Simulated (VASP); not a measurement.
# CdSe (Fm-3m) in VASP: a series of runs, part 2 of 3

VASP 6.6.1. Earlier steps stand in the parts before.

## (5) Optical spectrum, revTPSS+D4

INCAR

```
SYSTEM = CdSe
PREC = Accurate
ENCUT = 520
EDIFF = 1E-7
ISMEAR = 0
SIGMA = 0.05
LREAL = .FALSE.
LASPH = .TRUE.
NELM = 60
ALGO = Normal
ISIF = 2
LWAVE = .FALSE.
LCHARG = .FALSE.
METAGGA = RTPSS
LMIXTAU = .TRUE.
IVDW = 13
VDW_S6 = 1.0
VDW_S8 = 1.53089454
VDW_A1 = 0.44880597
VDW_A2 = 4.64042317
LOPTICS = .TRUE.
NBANDS = 41
NEDOS = 2000
CSHIFT = 0.1
```

KPOINTS

```
regular mesh
0
G
  8 8 8
  0 0 0
```

POSCAR

```
CdSe
1.0
    0.0000000000      2.8739580000      2.8739580000
    2.8739580000      0.0000000000      2.8739580000
    2.8739580000      2.8739580000      0.0000000000
Cd Se
1 1
Direct
    0.0000000000      0.0000000000      0.0000000000
    0.5000000000      0.5000000000      0.5000000000
```

Potentials or basis: VASP PAW PBE potentials, release 64 (Cd, Se).

On the command line:

```sh
$ cat potpaw_PBE.64/Cd/POTCAR potpaw_PBE.64/Se/POTCAR > POTCAR
$ mpirun -np 1 vasp_std > vasp.out
```

OUTCAR:

```text
SYSTEM = CdSe
   PREC = Accurate
   ENCUT = 520
   EDIFF = 1E-7
   ISMEAR = 0
   LREAL = .FALSE.
   LASPH = .TRUE.
   NELM = 60
   ISIF = 2
   METAGGA = RTPSS
   IVDW = 13

 ion  position               nearest neighbor table
   1  0.000  0.000  0.000-   2 2.87   2 2.87   2 2.87   2 2.87   2 2.87   2 2.87
   2  0.500  0.500  0.500-   1 2.87   1 2.87   1 2.87   1 2.87   1 2.87   1 2.87

  LATTYP: Found a face centered cubic cell.
 ALAT       =     5.7479160000

  Lattice vectors:

 A1 = (   0.0000000000,   2.8739580000,   2.8739580000)
 A2 = (   2.8739580000,   0.0000000000,   2.8739580000)
 A3 = (   2.8739580000,   2.8739580000,   0.0000000000)

Analysis of symmetry for initial positions (statically):
=====================================================================
 Subroutine PRICEL returns:
 Original cell was already a primitive cell.

 Routine SETGRP: Setting up the symmetry group for a
 face centered cubic supercell.

 Subroutine GETGRP returns: Found 48 space group operations
 (whereof 48 operations were pure point group operations)
 out of a pool of 48 trial point group operations.

The static configuration has the point symmetry O_h .

Analysis of symmetry for dynamics (positions and initial velocities):
=====================================================================
 Subroutine PRICEL returns:
 Original cell was already a primitive cell.

 Routine SETGRP: Setting up the symmetry group for a
 face centered cubic supercell.

 Subroutine GETGRP returns: Found 48 space group operations
 (whereof 48 operations were pure point group operations)
 out of a pool of 48 trial point group operations.

The dynamic configuration has the point symmetry O_h .

 Subroutine INISYM returns: Found 48 space group operations
 (whereof 48 operations are pure point group operations),
 and found     1 'primitive' translations

----------------------------------------------------------------------------------------

                                     Primitive cell

  volume of cell :      47.4757

  direct lattice vectors                    reciprocal lattice vectors
     0.000000000  2.873958000  2.873958000    -0.173976098  0.173976098  0.173976098
     2.873958000  0.000000000  2.873958000     0.173976098 -0.173976098  0.173976098
[... 130 lines left out ...]
  free energy    TOTEN  =        18.72783190 eV

  energy without entropy =       18.72853468  energy(sigma->0) =       18.72818329

 E-fermi :   2.1672     XC(G=0): -10.3344

 val. band max:        2.1257755038   @ k =  -0.2500   0.1250   0.0000
 cond. band min:       2.4192126884   @ k =   0.0000   0.0000   0.0000
 fundamental gap:      0.2934371846
 Fermi energy:         2.1672036589

 k-point     1 :       0.0000    0.0000    0.0000
  band No.  band energies     occupation
      1     -10.9024      2.00000
      2      -5.7143      2.00000
      3      -5.7143      2.00000
      4      -5.7135      2.00000
      5      -5.7135      2.00000
      6      -5.7135      2.00000
[... 565 lines left out ...]
     20      22.0503      0.00000
     21      22.0647      0.00000

 [... further k-points ...]

 [bands above 21 left out]

------------------------ aborting loop because EDIFF is reached ----------------------------------------

  DFT-D4 for vdW energy calculation

  Edisp (eV):   -0.83718

  FORCE on cell =-STRESS in cart. coord.  units (eV):
  Direction    XX          YY          ZZ          XY          YZ          ZX
  --------------------------------------------------------------------------------------
  -------------------------------------------------------------------------------------
  Total      -1.47200    -1.47200    -1.47200    -0.00000     0.00000    -0.00000
  in kB     -49.67597   -49.67597   -49.67597    -0.00000     0.00000    -0.00000
  external pressure =      -49.68 kB  Pullay stress =        0.00 kB

 VOLUME and BASIS-vectors are now :
 -----------------------------------------------------------------------------
  energy-cutoff  :      520.00
  volume of cell :       47.48
      direct lattice vectors                 reciprocal lattice vectors
     0.000000000  2.873958000  2.873958000    -0.173976098  0.173976098  0.173976098
     2.873958000  0.000000000  2.873958000     0.173976098 -0.173976098  0.173976098
     2.873958000  2.873958000  0.000000000     0.173976098  0.173976098 -0.173976098

 POSITION                                       TOTAL-FORCE (eV/Angst)
 -----------------------------------------------------------------------------------
      0.00000      0.00000      0.00000         0.000000      0.000000      0.000000
      2.87396      2.87396      2.87396         0.000000      0.000000      0.000000
 -----------------------------------------------------------------------------------
    total drift:                               -0.000000      0.000000     -0.000000

  FREE ENERGIE OF THE ION-ELECTRON SYSTEM (eV)
  ---------------------------------------------------
  free  energy   TOTEN  =        17.8906505163 eV

  energy  without entropy=       17.8913532951  energy(sigma->0) =       17.89100191

 electrical conductivity sigma (Mega S m-1) (frequency dependency in vasprun.xml)
  --------------------------------------------------------------------------------------
       0.000       0.000       0.000
       0.000       0.000      -0.000
       0.000      -0.000       0.000

  frequency dependent IMAGINARY DIELECTRIC FUNCTION (independent particle, no local field effects) density-density
     E(ev)      X         Y         Z        XY        YZ        ZX
  --------------------------------------------------------------------------------------------------------------
     0.00000     0.00000     0.00000     0.00000     0.00000     0.00000     0.00000
     0.67000     2.39583     2.39583     2.39583     0.00000     0.00000    -0.00000
     1.33999     0.83266     0.83266     0.83266     0.00000     0.00000     0.00000
     2.00999     3.74955     3.74955     3.74955    -0.00000     0.00000     0.00000
     2.67999     5.83764     5.83764     5.83764     0.00000     0.00000    -0.00000
     3.34998    20.98984    20.98984    20.98984    -0.00000     0.00000    -0.00000
[... 92 lines left out ...]
    65.65969     0.00040     0.00040     0.00040    -0.00000     0.00000    -0.00000
    66.32968     0.00039     0.00039     0.00039    -0.00000     0.00000    -0.00000

  frequency dependent      REAL DIELECTRIC FUNCTION (independent particle, no local field effects) density-density
     E(ev)        X           Y           Z          XY          YZ          ZX
  --------------------------------------------------------------------------------------------------------------
     0.00000    13.46546    13.46546    13.46546     0.00000     0.00000    -0.00000
     0.67000    16.43589    16.43589    16.43589     0.00000     0.00000    -0.00000
     1.33999    11.23153    11.23153    11.23153     0.00000     0.00000    -0.00000
     2.00999    18.36223    18.36223    18.36223     0.00000     0.00000    -0.00000
     2.67999    11.70871    11.70871    11.70871    -0.00000    -0.00000    -0.00000
     3.34998    10.58470    10.58470    10.58470    -0.00000     0.00000    -0.00000
[... 92 lines left out ...]
    65.65969     0.89236     0.89236     0.89236    -0.00000    -0.00000     0.00000
    66.32968     0.89501     0.89501     0.89501    -0.00000    -0.00000     0.00000

  frequency dependent IMAGINARY DIELECTRIC FUNCTION (independent particle, no local field effects) current-current
     E(ev)      X         Y         Z        XY        YZ        ZX
  --------------------------------------------------------------------------------------------------------------
     0.00000    74.39265    74.39265    74.39265     0.00000     0.00000    -0.00000
     0.67000     7.04449     7.04449     7.04449     0.00000     0.00000    -0.00000
     1.33999     2.35443     2.35443     2.35443    -0.00000    -0.00000    -0.00000
     2.00999     5.50728     5.50728     5.50728    -0.00000    -0.00000     0.00000
     2.67999     6.61619     6.61619     6.61619    -0.00000    -0.00000    -0.00000
     3.34998    21.55124    21.55124    21.55124    -0.00000    -0.00000     0.00000
[... 92 lines left out ...]
    65.65969     0.00008     0.00008     0.00008     0.00000     0.00000     0.00000
    66.32968     0.00007     0.00007     0.00007     0.00000     0.00000     0.00000

  frequency dependent      REAL DIELECTRIC FUNCTION (independent particle, no local field effects) current-current
     E(ev)        X           Y           Z          XY          YZ          ZX
  --------------------------------------------------------------------------------------------------------------
     0.00000    13.29329    13.29329    13.29329     0.00000     0.00000    -0.00000
     0.67000    15.70404    15.70404    15.70404     0.00000     0.00000    -0.00000
     1.33999    11.13396    11.13396    11.13396    -0.00000    -0.00000    -0.00000
     2.00999    17.99822    17.99822    17.99822    -0.00000    -0.00000    -0.00000
     2.67999    11.31393    11.31393    11.31393     0.00000     0.00000    -0.00000
     3.34998     9.29742     9.29742     9.29742     0.00000     0.00000    -0.00000
[... 92 lines left out ...]
    65.65969     0.89238     0.89238     0.89238    -0.00000    -0.00000     0.00000
    66.32968     0.89503     0.89503     0.89503    -0.00000    -0.00000     0.00000
```

OSZICAR:

```text
N       E                     dE             d eps       ncg     rms          rms(c)
DAV:   1     0.164068633179E+03    0.16407E+03   -0.72620E+03  2450   0.414E+02
DAV:   2     0.212588212051E+02   -0.14281E+03   -0.11726E+03  2712   0.136E+02
[... 14 lines left out ...]
DAV:  17     0.187278631696E+02    0.16978E-04   -0.13257E-05  2500   0.237E-02    0.759E-03
DAV:  18     0.187278324628E+02   -0.30707E-04   -0.95506E-06  2448   0.148E-02    0.637E-03
DAV:  19     0.187278329488E+02    0.48605E-06   -0.64046E-07  2828   0.276E-03    0.383E-03
DAV:  20     0.187278319536E+02   -0.99520E-06   -0.22977E-07  2512   0.219E-03    0.270E-03
DAV:  21     0.187278318455E+02   -0.10809E-06   -0.73456E-08  2691   0.146E-03    0.117E-03
DAV:  22     0.187278319015E+02    0.56008E-07   -0.21419E-08  2150   0.676E-04
   1 F= 0.17890651E+02 E0= 0.17891002E+02  d E =-.702779E-03
 imaginary and real dielectric function
```

stdout:

```text
POSCAR found type information on POSCAR CdSe
 POSCAR found :  2 types and       2 ions
 scaLAPACK will be used
 -----------------------------------------------------------------------------
|                                                                             |
|                                                                             |
|     You enforced a specific xc type in the INCAR file but a different       |
|     I HOPE YOU KNOW WHAT YOU ARE DOING!                                     |
|                                                                             |
 -----------------------------------------------------------------------------

 LDA part: xc-table for (None), standard interpolation
 POSCAR, INCAR and KPOINTS ok, starting setup
 FFT: planning ... GRIDC
 FFT: planning ... GRID_SOFT
 FFT: planning ... GRID
 WAVECAR not read
 entering main loop
 optical routines
 imaginary and real dielectric function
 direction            1
 direction            2
 direction            3
```

Run time: 6.4 min. Hardware: 1 thread of Intel Xeon Platinum 8488C (Sapphire Rapids), shared host; peak memory 0.22 GiB.

Results:

| Property | Result |
| --- | --- |
| Free energy | 17.8907 eV |
| Pressure | -5.0 GPa |
| Band gap on the k mesh | none (metal or under the smearing width) |
| Dispersion energy per atom | -0.419 eV |

Levels at points of the mesh, in eV from the Fermi level:
```tsv
k point	band 7	band 8	band 9	band 10	band 11	band 12
(0.00, 0.00, 0.00)	-0.62	-0.62	-0.62	0.25	8.69	8.69
(0.50, 0.00, 0.00)	-4.95	-0.08	-0.08	3.00	5.43	5.43
(0.50, 0.50, 0.00)	-4.19	-2.08	-2.08	-0.24	5.30	9.74
```

Dielectric function (mean over the directions given):
```tsv
energy (eV)	real part	imaginary part
0.27	13.76	0.26
0.74	17.17	4.33
1.27	10.68	0.95
1.74	14.47	1.09
2.28	15.80	6.95
2.75	14.33	5.64
3.28	13.06	19.77
3.75	7.86	16.44
4.29	-7.80	11.66
4.76	-3.45	3.99
5.29	1.93	9.99
5.76	-3.23	7.82
6.30	-2.00	4.41
6.83	-0.30	3.33
7.30	1.57	4.01
7.84	-1.93	3.95
8.31	-3.06	4.13
8.84	-1.51	3.60
9.31	-1.82	2.44
9.85	-0.81	2.28
10.32	-1.96	1.47
10.85	-0.77	0.92
11.32	-1.04	1.13
11.86	-0.36	0.89
12.33	-0.32	1.09
12.86	-0.29	0.78
13.40	0.00	0.81
13.87	-0.04	0.90
14.40	0.24	0.77
14.87	-0.07	1.15
15.41	-0.22	0.82
15.88	-0.04	0.51
16.41	0.04	0.54
16.88	0.05	0.47
17.42	0.28	0.53
17.89	0.34	0.54
18.42	0.43	0.55
18.89	0.20	0.49
19.43	0.27	0.42
19.97	0.38	0.29
```

Caveat: spectra need much finer meshes, so this one isn't converged; independent-particle spectra lack excitons; the intraband (Drude) part of a metal's response may be missing; the PAW data sets were made with another functional, which shifts forces and pressure a little; pairwise dispersion overbinds metals, which lowers pressure and volume.

## (6) Band structure, vdW-DF, spin-orbit coupling, no magnetisation (volume scaled by 1.15)

INCAR

```
SYSTEM = CdSe
  PREC = Accurate
  ENCUT = 520
  EDIFF = 1E-6
  ISMEAR = 0
  SIGMA = 0.05
  LREAL = .FALSE.
  LASPH = .TRUE.
  NELM = 100
  ALGO = Normal
  ISIF = 2
  LWAVE = .FALSE.
  LCHARG = .FALSE.
  MAGMOM = 0 0 0 0 0 0
  LORBIT = 11
  LSORBIT = .TRUE.
  GGA_COMPAT = .FALSE.
  GGA = RE
  LUSE_VDW = .TRUE.
  AGGAC = 0.0
  NBANDS = 30
```

KPOINTS

```
Automatic mesh
0
G
  6 6 6
  0 0 0
```

POSCAR

```
CdSe
1.0
    0.0000000000      3.0110157729      3.0110157729
    3.0110157729      0.0000000000      3.0110157729
    3.0110157729      3.0110157729      0.0000000000
Cd Se
1 1
Cartesian
    0.0000000000      0.0000000000      0.0000000000
    3.0110157729      3.0110157729      3.0110157729
```

KPOINTS_OPT

```
path GXWKGLUWLK,UX
15
line-mode
reciprocal
 0.0000000000  0.0000000000  0.0000000000  G
 0.5000000000  0.0000000000  0.5000000000  X

 0.5000000000  0.0000000000  0.5000000000  X
 0.5000000000  0.2500000000  0.7500000000  W

 0.5000000000  0.2500000000  0.7500000000  W
 0.3750000000  0.3750000000  0.7500000000  K

 0.3750000000  0.3750000000  0.7500000000  K
 0.0000000000  0.0000000000  0.0000000000  G

 0.0000000000  0.0000000000  0.0000000000  G
 0.5000000000  0.5000000000  0.5000000000  L

 0.5000000000  0.5000000000  0.5000000000  L
 0.6250000000  0.2500000000  0.6250000000  U

 0.6250000000  0.2500000000  0.6250000000  U
 0.5000000000  0.2500000000  0.7500000000  W

 0.5000000000  0.2500000000  0.7500000000  W
 0.5000000000  0.5000000000  0.5000000000  L

 0.5000000000  0.5000000000  0.5000000000  L
 0.3750000000  0.3750000000  0.7500000000  K

 0.6250000000  0.2500000000  0.6250000000  U
 0.5000000000  0.0000000000  0.5000000000  X
```

Potentials or basis: VASP PAW PBE potentials, release 64 (Cd, Se).

On the command line:

```sh
$ cat potpaw_PBE.64/Cd/POTCAR potpaw_PBE.64/Se/POTCAR > POTCAR
$ mpirun -np 1 vasp_ncl > vasp.out
```

It took 3.3 min on 1 thread of AMD EPYC 9R45 (Zen 5), shared host; peak memory 0.56 GiB.

The run converged. Its results:

| Property | Result |
| --- | --- |
| Free energy | 0.5057 eV |
| Pressure | -3.3 GPa |
| Valence electrons inside the program's atomic spheres | Cd 10.15; Se 3.79 |

Caveat: the PAW data sets were made with another functional, which shifts forces and pressure a little.

[end of part 2 of 3]
